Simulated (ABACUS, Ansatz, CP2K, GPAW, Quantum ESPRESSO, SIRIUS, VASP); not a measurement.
NiSb: programs and potentials compared

```
CELL_PARAMETERS angstrom
3.92800 0.00000 0.00000
-1.96400 3.40175 0.00000
0.00000 0.00000 5.12000
ATOMIC_POSITIONS crystal
Sb 0.66667 0.33333 0.75000
Sb 0.33333 0.66667 0.25000
Ni 0.00000 0.00000 0.50000
Ni 0.00000 0.00000 0.00000
```

Alike in all runs: task single point; functional PBE; k mesh 8 × 8 × 5; occupations fermi-dirac, width 0.05 eV; collinear spin, ferromagnetic start; no spin-orbit coupling. Pressure is positive in compression and, in plane waves, holds the error of the finite cutoff.

```csv
program and potentials,plane-wave cutoff (eV),notes,pressure (GPa),net moment per atom (μB)
"SIRIUS, all-electron FP-LAPW, apw+lo standard",-,-,-,0.00
"CP2K, POTENTIAL_UZH Sb GTH-PBE-q5, Ni GTH-PBE-q18; TZVP-MOLOPT-PBE-GTH basis",-,atomic basis; 11.5 valence electrons an atom on average,6.60,0.00
"GPAW, GPAW PAW data sets (gpaw-data 1.2.1)",600,15.5 valence electrons an atom on average; this data set often lies off other programs,3.53,0.00
"ABACUS, PseudoDojo NC SR 0.4.1 PBE standard, plane waves",1333,16.5 valence electrons an atom on average,4.09,0.00
"Quantum ESPRESSO, SSSP 1.3 efficiency PBE",748,16.5 valence electrons an atom on average,?,?
"Ansatz, all-electron LAPW, scalar-relativistic",-,-,3.74,0.00
"VASP, PBE PAW files Ni, Sb, 520 eV",520,7.5 valence electrons an atom on average,3.59,0.00
```

Question: Estimate from the other rows what the run with Quantum ESPRESSO, SSSP 1.3 efficiency PBE gave.

Answer: Pressure 4.05 GPa; net moment per atom 0.00 μB. The other rows, which needn't bracket it: pressure 3.53 to 6.60; net moment per atom 0.00.
